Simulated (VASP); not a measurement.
**CoO: equilibrium volume by level of theory**

The structure is tetragonal, space group I4/mmm (No. 139). Conventional cell: a = 3.016 Å, b = 3.016 Å, c = 4.215 Å, α = 90.00°, β = 90.00°, γ = 90.00°. Co (site symmetry 4/mmm) has 6 O at 2.11 to 2.13 Å as nearest neighbours. O (site symmetry 4/mmm) has 6 Co at 2.11 to 2.13 Å as nearest neighbours.

| rung | level | program and potentials | cutoff (eV) | k mesh | smearing | equilibrium volume (Å³/atom) | notes |
| --- | --- | --- | --- | --- | --- | --- | --- |
| GGA | PBEsol | VASP, PBE PAW files Co, O, 600 eV | 600 | 9 × 9 × 9 | fermi-dirac 0.05 | 9.01 | potentials made for PBE |
| GGA + dispersion | PBEsol+D3(BJ) | VASP, PBE PAW files Co, O, 600 eV | 600 | 9 × 9 × 9 | fermi-dirac 0.05 | 9.61 | potentials made for PBE |
| GGA + dispersion | PBEsol+D3(zero damping) | VASP, PBE PAW files Co, O, 600 eV | 600 | 9 × 9 × 9 | fermi-dirac 0.05 | 9.60 | potentials made for PBE |
| GGA + dispersion | PBEsol+D4 | VASP, PBE PAW files Co, O, 600 eV | 600 | 9 × 9 × 9 | fermi-dirac 0.05 | 8.93 | potentials made for PBE |
| non-local van der Waals functional | PBEsol+rVV10 | VASP, PBE PAW files Co, O, 600 eV | 600 | 9 × 9 × 9 | fermi-dirac 0.05 | 8.98 | potentials made for PBE |

Task: relaxation of cell and atoms. All rows: collinear spin, ferromagnetic start. Smearing widths are in eV. For a metal such meshes aren't converged. Meshes are those of the run's cell of 2 atoms unless a note names another. Relaxations start from the cell shown or near it and stop with a little pressure left. Runs on faulty files, with rough fits or with known faults for this quantity aren't shown. No row holds spin-orbit coupling.

By rung: GGA 9.01; GGA + dispersion 8.93 to 9.61; non-local van der Waals functional 8.98 (Å³/atom).
